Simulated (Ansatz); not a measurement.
**Ta: all-electron results**

```
CELL_PARAMETERS angstrom
-1.65128 1.65128 1.65128
1.65128 -1.65128 1.65128
1.65128 1.65128 -1.65128
ATOMIC_POSITIONS crystal
Ta 0.00000 0.00000 0.00000
```

The cell is COD entry 1541266, as deposited and not checked against the literature; nothing was relaxed.

No spin–orbit coupling, which matters for the heavy atoms here.

All numbers below come from DFT, PBE, all-electron LAPW, scalar-relativistic (Ansatz 0.2.0).

Numerical set-up: a Γ-centred 17×17×17 k mesh, Fermi–Dirac smearing of 0.08 eV, basis error target 0.5 meV/atom, no spin polarisation.

* Density of states at the Fermi level (0.2 eV bin): 1.36 states/eV per cell
* Volume per atom: 18.01 Å³

**Question.** Predict this quantity. Pressure at this cell.

**Answer.** 3.06 GPa.

**Question.** Predict this quantity. Band gap.

**Answer.** none: with an odd electron count and no spin polarisation the bands can't all be full, a metal in this set-up (spin order or a larger cell could open a gap).
